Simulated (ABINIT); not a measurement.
The system is ZrH2.

```
CELL_PARAMETERS angstrom
0.00000 2.40923 2.40923
2.40923 0.00000 2.40923
2.40923 2.40923 0.00000
ATOMIC_POSITIONS crystal
Zr 0.00000 0.00000 0.00000
H 0.25000 0.25000 0.25000
H 0.75000 0.75000 0.75000
```

The cell is a database's computed one.

| Quantity | Value |
| --- | --- |
| Program | ABINIT 10.8.3 (patched build) |
| Task | relaxation of cell and atoms |
| Functional | LDA |
| Potentials or basis | PseudoDojo NC SR LDA v0.4.1 standard |
| Cutoff | 1007 eV |
| k mesh | 8 × 8 × 8 |
| Occupations | fermi-dirac, width 0.05 eV |
| Spin | no spin polarisation |

At the start: pressure -6.9 GPa; volume 9.32 Å³/atom.

Question: Where does the relaxation end?

Answer: Over 5 steps the energy falls by 10.5 meV/atom and the volume is 8.86 Å³/atom (-5.0 %); space group Fm-3m (No. 225, to 0.05 Å).

The path:
```
step  energy change (eV)  largest force (eV/Å)  pressure (GPa)  volume (Å³)
   1              0.0000                0.0000           -6.91        27.97
   2             -0.0205                0.0000           -4.23        27.38
   3             -0.0315                0.0000            0.28        26.52
   4             -0.0315                0.0000           -0.01        26.57
   5             -0.0315                0.0000            0.00        26.57
```

Final structure:
```cif
data_structure
_symmetry_space_group_name_H-M 'P 1'
_symmetry_Int_Tables_number 1
_cell_length_a 3.3493
_cell_length_b 3.3493
_cell_length_c 3.3493
_cell_angle_alpha 60.000
_cell_angle_beta 60.000
_cell_angle_gamma 60.000
_cell_volume 26.57
loop_
_atom_site_label
_atom_site_type_symbol
_atom_site_fract_x
_atom_site_fract_y
_atom_site_fract_z
_atom_site_occupancy
Zr1 Zr 0.00000 0.00000 0.00000 1
H1 H 0.25000 0.25000 0.25000 1
H2 H 0.75000 0.75000 0.75000 1
```
